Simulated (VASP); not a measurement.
MnS: single point with PBE+U

Crystal: MnS.

```
CELL_PARAMETERS angstrom
0.00000 2.80000 2.80000
2.80000 0.00000 2.80000
2.80000 2.80000 0.00000
ATOMIC_POSITIONS crystal
Mn 0.00000 0.00000 0.00000
S 0.75000 0.75000 0.75000
```

* Program: VASP 6.6.1
* Task: single point
* Functional: PBE
* Potentials or basis: VASP PAW PBE potentials, release 64 (Mn_pv, S)
* Cutoff: 520 eV
* k mesh: 6 × 6 × 6
* Occupations: gaussian, width 0.05 eV
* Spin: collinear spin, twin_end start
* Starting moments: [4.75, 0.08] μB
* Hubbard terms: Mn d U = 3.0 eV
* Dipole correction: no
* Further INCAR settings: ALGO = Fast; EDIFF = 1e-06; NBANDS = 20

| Item | Value |
| --- | --- |
| Pressure | 4.5 GPa |
| Band gap on the k mesh | 0.85 eV, indirect (least direct gap 1.21 eV) |
| Net moment | 5.00 μB per cell |
| Site moments | Mn +4.53; S +0.04 μB |
| Valence electrons inside the program's atomic spheres | Mn 11.36; S 3.80 |

Levels at points of the mesh, in eV from the valence-band top:
Spin up:
| k point | band 9 | band 10 | band 11 | band 12 | band 13 | band 14 | band 15 | band 16 |
| --- | --- | --- | --- | --- | --- | --- | --- | --- |
| (0.00, 0.00, 0.00) | -4.28 | 0.00 | 0.00 | 0.00 | 1.21 | 6.07 | 6.07 | 6.07 |
| (0.50, 0.00, 0.00) | -4.19 | -3.96 | -0.97 | -0.97 | 3.15 | 6.40 | 6.40 | 7.05 |
| (0.50, 0.50, 0.00) | -4.10 | -3.43 | -2.46 | -2.46 | 2.75 | 4.41 | 9.36 | 10.95 |
Spin down:
| k point | band 5 | band 6 | band 7 | band 8 | band 9 | band 10 |
| --- | --- | --- | --- | --- | --- | --- |
| (0.00, 0.00, 0.00) | -2.76 | -2.76 | -2.76 | 2.18 | 2.28 | 2.28 |
| (0.50, 0.00, 0.00) | -4.91 | -2.75 | -2.75 | 2.13 | 2.40 | 2.40 |
| (0.50, 0.50, 0.00) | -4.77 | -3.00 | -3.00 | 0.85 | 1.98 | 2.70 |

Eigenvalues of the final occupation matrices:
| site | spin | trace | eigenvalues |
| --- | --- | --- | --- |
| site 1 d | 1 | 4.66 | 0.93 0.93 0.94 0.94 0.94 |
| site 1 d | 2 | 0.23 | 0.02 0.02 0.07 0.07 0.07 |

Wall time 34 s on 1 thread of Intel(R) Xeon(R) Platinum 8488C (Sapphire Rapids), with other jobs on the host, peak memory 0.18 GiB.

Caveat: a cell with one magnetic atom can't hold antiferromagnetic order, which such compounds often take. The state reached can hang on the start; a lower one may exist.
